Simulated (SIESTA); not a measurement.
Ag:

```
CELL_PARAMETERS angstrom
-1.65565 1.65565 1.65565
1.65565 -1.65565 1.65565
1.65565 1.65565 -1.65565
ATOMIC_POSITIONS crystal
Ag 0.00000 0.00000 0.00000
```

This isn't the form of Ag at room conditions, which is fcc.

Base run:

```yaml
Program: SIESTA 5.4.2
Functional: LDA
Potentials_or_basis: PseudoDojo 0.4 standard (LDA files)
Basis: DZP (energy shift 0.003 Ry; two zetas on semicore shells)
Grid_cutoff: 800 Ry
Energy_shift: 0.003 Ry
k_mesh: 11 × 11 × 11
Occupations: fermi-dirac, width 0.05 eV
Spin: no spin polarisation
```

Its results: band gap on the k mesh none (metal or under the smearing width); pressure -11.6 GPa.

The run is repeated on the same cell with these changes: functional from LDA to PBEsol; potentials or basis from PseudoDojo 0.4 standard (LDA files) to PseudoDojo 0.4 standard (PBEsol files). What comes out?

Band gap on the k mesh none (metal or under the smearing width); pressure -7.1 GPa.

Caveats: short orbitals over semicore shells can move pressures by several GPa; the basis of atomic orbitals isn't converged, which shifts pressures, moduli and gaps.
